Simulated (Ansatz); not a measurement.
MoS2:

```
CELL_PARAMETERS angstrom
1.58000 0.91221 6.15000
-1.58000 0.91221 6.15000
0.00000 -1.82443 6.15000
ATOMIC_POSITIONS crystal
Mo 0.00000 0.00000 0.00000
S 0.41700 0.41700 0.41700
S 0.25000 0.25000 0.25000
```

Measurements of this composition are mostly on another form, of space group No. 194.

Base run:

| Quantity | Value |
| --- | --- |
| Program | Ansatz 0.2.0 |
| Functional | PBE0 |
| Potentials or basis | Ansatz PAW |
| Cutoff | 420 eV (not typed: the program's choice for these potentials) |
| k mesh | 6 × 6 × 6 |
| Occupations | fermi-dirac, width 0.05 eV |
| Spin | no spin polarisation |

Its results: band gap on the k mesh 2.03 eV, indirect (least direct gap 2.84 eV); pressure 0.5 GPa; largest force 0.095 eV/Å.

**Question.** The run is repeated on the same cell with these changes: functional from PBE0 to RPBE. What comes out?

**Answer.** Band gap on the k mesh 0.94 eV, indirect (least direct gap 1.71 eV); pressure 8.1 GPa; largest force 0.599 eV/Å.

PBE0 gives the wider gap, since exact exchange removes part of the self-interaction.

Caveats: the PAW data sets come from PBE, with cores solved anew for the run's functional, which leaves a small shift of forces and pressure; the thresholds are loose for stress (some runs).
